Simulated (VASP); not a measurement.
Ti:

```
CELL_PARAMETERS angstrom
2.19435 -3.71902 0.00000
2.19435 3.71902 0.00000
0.00000 0.00000 4.39454
ATOMIC_POSITIONS crystal
Ti 0.15250 0.84750 0.07850
Ti 0.65250 0.34750 0.42150
Ti 0.84750 0.15250 0.92150
Ti 0.34750 0.65250 0.57850
```

The cell was built by a generator and needn't be a form met in nature.

| Property | Result |
| --- | --- |
| Program | VASP 6.6.1 |
| Task | relaxation of cell and atoms |
| Functional | r2SCAN |
| Potentials or basis | VASP PAW PBE potentials, release 64 (Ti_sv) |
| Cutoff | 600 eV |
| k mesh | 4 × 4 × 4 |
| Occupations | gaussian, width 0.1 eV |
| Spin | no spin polarisation |

At the start: pressure 8.8 GPa; volume 17.93 Å³/atom.

**Question.** How do energy, volume and symmetry change on relaxing?

**Answer.** Over 29 steps the energy falls by 1005.0 meV/atom and the volume is 18.49 Å³/atom (+3.1 %); space group Fmmm (No. 69, to 0.05 Å).

Step by step:
```csv
step,energy change (eV),largest force (eV/Å),pressure (GPa),volume (Å³)
1,0.0000,0.4187,8.82,71.73
2,-0.7110,1.1416,-1.98,82.29
3,-0.7956,1.5018,-9.60,93.36
4,-0.8371,1.4116,-7.25,89.35
5,-1.2634,1.6603,-9.01,91.15
6,-2.1969,1.7529,-12.84,95.24
7,-3.0918,1.5380,-8.88,87.62
8,-3.4731,1.2357,-1.75,80.23
9,-3.4737,1.2181,-1.15,79.67
10,-3.6820,0.9577,-0.67,78.40
11,-3.9069,0.8243,1.07,75.25
12,-3.9631,0.3301,-1.40,75.79
13,-3.9663,0.2596,-2.09,75.96
14,-3.9891,0.1253,-0.47,74.29
15,-3.9915,0.0690,0.29,73.57
16,-3.9935,0.0435,0.09,73.72
17,-3.9950,0.0969,-0.29,74.01
18,-3.9964,0.0902,-0.16,73.98
19,-3.9992,0.1237,0.27,73.86
20,-3.9985,0.2904,1.15,73.60
21,-4.0000,0.1887,0.63,73.75
22,-4.0011,0.1870,0.59,73.81
23,-4.0042,0.1828,0.45,73.96
24,-4.0095,0.1757,0.18,74.24
25,-4.0147,0.1704,-0.31,74.75
26,-4.0175,0.1053,-0.33,74.60
27,-4.0195,0.0381,-0.36,74.28
28,-4.0196,0.0289,-0.35,74.31
29,-4.0202,0.0293,0.09,73.96
```

Final structure:
```
Ti
1.0
     1.89783   -4.89632    0.00000
     1.89783    4.89632    0.00000
     0.00000    0.00000    3.97936
Ti
4
Direct
  0.15040 0.84960 0.99966
  0.65040 0.34960 0.50034
  0.84960 0.15040 0.00034
  0.34960 0.65040 0.49966
```

Caveat: the k mesh is coarse (spacing up to 0.42 Å⁻¹), so the values aren't converged; the PAW data sets were made with another functional, which shifts forces and pressure a little.
